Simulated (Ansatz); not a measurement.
## LiCl: comparing deformations

The calculation used DFT r2SCAN, scalar-relativistic, plane waves, PAW in Ansatz. The runs took a 500 eV cutoff, a Γ-centred 8×8×8 mesh and Gaussian smearing (0.05 eV). No spin polarisation. Energies are free energies at this smearing, counted from the undisturbed cell; pressure is positive in compression.

The starting cell (as given, not relaxed at this level; it stands at -0.3 GPa):

```yaml
crystal:
  lattice:
    - [0.00000, 2.56476, 2.56476]
    - [2.56476, 0.00000, 2.56476]
    - [2.56476, 2.56476, 0.00000]
  atoms:
    - { symbol: Li, position: [0.00000, 0.00000, 0.00000] }
    - { symbol: Cl, position: [0.50000, 0.50000, 0.50000] }
```

The cell is strained by ε times a Voigt pattern (xx, yy, zz, yz, xz, xy; engineering shear) with fractional coordinates fixed. τ = (1/V0) dE/dε comes from the stress tensor. Of each scan, only the three points used here are listed.

| pattern | ε | τ (GPa) |
| --- | --- | --- |
| (1, 1, 0, 0, 0, 0) | -0.0250 | -3.90 |
| (1, 1, 0, 0, 0, 0) | 0.0000 | 0.68 |
| (1, 1, 0, 0, 0, 0) | 0.0250 | 4.10 |
| (0, 0, 1, 0, 0, 0) | -0.0250 | -1.35 |
| (0, 0, 1, 0, 0, 0) | 0.0000 | 0.34 |
| (0, 0, 1, 0, 0, 0) | 0.0250 | 1.57 |
| (0, 0, 0, 0, 1, 0) | -0.0050 | -0.134 |
| (0, 0, 0, 0, 1, 0) | 0.0000 | 0.000 |
| (0, 0, 0, 0, 1, 0) | 0.0050 | 0.134 |
| (1, 0, 0, 0, 0, 0) | -0.0100 | -0.27 |
| (1, 0, 0, 0, 0, 0) | 0.0000 | 0.34 |
| (1, 0, 0, 0, 0, 0) | 0.0100 | 0.88 |

Problem. Which constants do the scans give, and which deformation costs least for the same size of strain tensor?

Solution. The slope dτ/dε at zero (parabola through three points) is pᵀCp: (1, 1, 0, 0, 0, 0) gives 2(C11 + C12) = 160 GPa; (0, 0, 1, 0, 0, 0) gives C11 = 58 GPa; (0, 0, 0, 0, 1, 0) gives C44 = 26.8 GPa; (1, 0, 0, 0, 0, 0) gives C11 = 58 GPa. The size of the strain tensor, ε:ε, is ε² times 2.0, 1.0, 0.5, 1.0. Per unit of it the stiffnesses are 80, 58, 53.6, 58 GPa, so (0, 0, 0, 0, 1, 0) is the softest of these: at ε:ε = (1 %)² the quadratic term costs 0.28 meV/atom against 0.42 for the stiffest.

Problem. What else follows for this cubic crystal?

Solution. From the unrounded slopes C11 = 57.7 and C12 = 22.3 GPa, so B = (C11 + 2 C12)/3 = 34 GPa and the Poisson ratio for a pull along a cube edge is C12/(C11 + C12) = 0.28.

Problem. How anisotropic is this cubic crystal?

Solution. Zener's ratio 2 C44/(C11 − C12) = 1.52; it is 1 for an isotropic solid.